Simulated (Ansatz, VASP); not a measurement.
IrO: VASP beside Ansatz

```xyz
2
Lattice="2.5211 0.0000 0.0000 0.0000 2.5211 0.0000 0.0000 0.0000 2.5211" Properties=species:S:1:pos:R:3 pbc="T T T"
Ir    0.0000    0.0000    0.0000
O     1.2606    1.2606    1.2606
```

The cell was built by a generator and needn't be a form met in nature.

Alike in both runs: task relaxation of cell and atoms; functional PBE; k mesh 8 × 8 × 8; occupations gaussian, width 0.1 eV; no spin polarisation.

|  | VASP | Ansatz |
| --- | --- | --- |
| version | VASP 6.6.1 | Ansatz 0.2.0 |
| potentials or method | VASP PAW PBE potentials, release 64 (Ir, O) | scalar-relativistic, plane waves, PAW |
| plane-wave cutoff (eV) | 600 | 420 |
| valence electrons in the cell | 15 | 23 |

Ansatz gave:

* gap on the k mesh at the Fermi level, each at its own relaxed structure (eV): none
* relaxed volume (Å³/atom): 11.10
* relaxed cell length with the largest relative difference (Å): 2.811
* energy change over the relaxation (meV/atom): -1259

Q: Which values does VASP return?

A: gap on the k mesh at the Fermi level, each at its own relaxed structure (eV): none; relaxed volume (Å³/atom): 11.12; relaxed cell length with the largest relative difference (Å): 2.812; energy change over the relaxation (meV/atom): -1284.

A gap of «none» marks a metal or a gap that the smearing closes. The two sets of potentials don't hold the same shells in valence.

Caveats: the volume moved by over 15 % at a fixed basis, so the end points are rough (VASP); an odd number of electrons without spin polarisation forces a metal; a magnetic or distorted state may lie lower. Spin-orbit coupling is left out, which matters for the levels of Ir.
